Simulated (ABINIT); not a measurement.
A calculation with ABINIT 10.8.3 (patched build) of La2O3 (ASE script, Cartesian positions):

run.py

```python
import json, os
import numpy as np
from ase.units import GPa
from ase.calculators.abinit import Abinit, AbinitProfile
from ase.io import read

atoms = read('La2O3.xyz')

profile = AbinitProfile(command='abinit', pp_paths=[os.path.abspath('pseudos')])
params = dict(
    pps='pawxml', xc='PBE',
    ecut=625.8619,
    pawecutdg=1224.5124,
    pawxcdev=0,
    kptopt=1,
    ngkpt=[8, 8, 5],
    nshiftk=1,
    shiftk=[0.0, 0.0, 0.0],
    ixc=11,
    nband=27,
    occopt=3,
    tsmear=0.05,
    nstep=100,
    tolvrs=1e-09,
    prtwf=0,
    prtden=0,
)

atoms.calc = Abinit(profile=profile, directory='run', **params)
energy = atoms.get_potential_energy()
forces = atoms.get_forces()
stress = atoms.get_stress()
print(f'energy {energy:.6f} eV')
print('forces (eV/A)')
print(np.round(forces, 5))
print('stress (GPa, Voigt, tension positive)', np.round(stress / GPa, 4))
json.dump(dict(energy=energy, forces=forces.tolist(), stress=stress.tolist(), cell=atoms.cell.tolist(), frac=atoms.get_scaled_positions(wrap=False).tolist()), open('results.json', 'w'))
```

Contents of La2O3.xyz:

```xyz
5
Lattice="3.9307778780 0.0000000000 0.0000000000 -1.9653889390 3.4041534990 0.0000000000 0.0000000000 0.0000000000 6.1119535200" Properties=species:S:1:pos:R:3 pbc="T T T"
La    -0.0000000002      2.2694356661      1.5049810311
La     1.9653889392      1.1347178329      4.6069724889
O      0.0000000000      0.0000000000      0.0000000000
O     -0.0000000002      2.2694356661      3.9476536318
O      1.9653889392      1.1347178329      2.1642998882
```

Potentials or basis: JTH PAW PBE v2.0.

Command:

```console
$ python run.py
```

The cell is a database's computed one.

Question: Write the same calculation in another form: native input, structure from a POSCAR.

Answer: As run:

run.abi

```
# Pseudopotentials
pp_dirpath "./"
pseudos "La.GGA_PBE-JTH.xml, O.GGA_PBE-JTH.xml"

# Structure
structure "poscar:POSCAR"
natom 5

# Plane-wave basis
ecut 23.0
pawecutdg 45.0
pawxcdev 0

# k points
kptopt 1
ngkpt 8 8 5
nshiftk 1
shiftk 0.0 0.0 0.0

# Exchange and correlation
ixc 11

# Bands and occupations
nband 27
occopt 3
tsmear 0.05 eV

# SCF cycle
nstep 100
tolvrs 1.0e-9

# Output
iomode 3
prtwf 0
prteig 0
prtebands 0
prtden 1
prtvha 1
prtvclmb 1
prtpot 1
```

Contents of POSCAR:

```
La2O3
1.0
    3.9307778780      0.0000000000      0.0000000000
   -1.9653889390      3.4041534990      0.0000000000
    0.0000000000      0.0000000000      6.1119535200
La O
2 3
Direct
    0.3333333333      0.6666666667      0.2462356800  La
    0.6666666667      0.3333333333      0.7537643200  La
    0.0000000000      0.0000000000      0.0000000000  O
    0.3333333333      0.6666666667      0.6458906500  O
    0.6666666667      0.3333333333      0.3541093500  O
```

Potentials or basis: JTH PAW PBE v2.0.

The run is started by

```console
$ abinit run.abi > log 2>&1
```

Both were run:

|  | ASE script, Cartesian positions | native input, structure from a POSCAR |
| --- | --- | --- |
| Pressure | 2.7 GPa | 2.7 GPa |
| Largest force | 0.093 eV/Å | 0.093 eV/Å |
| Band gap on the k mesh | 3.88 eV, indirect (least direct gap 4.06 eV) | 3.88 eV, indirect (least direct gap 4.06 eV) |
| Valence electrons inside the program's atomic spheres | La 7.97; O 4.48, 4.57 | La 7.97; O 4.48, 4.57 |

Keys that steer only the numerical path or the files written may differ.

Caveat: spin-orbit coupling is left out, which moves the levels of the heavy elements; an odd mesh through Γ misses points on the zone boundary, where band edges often lie.
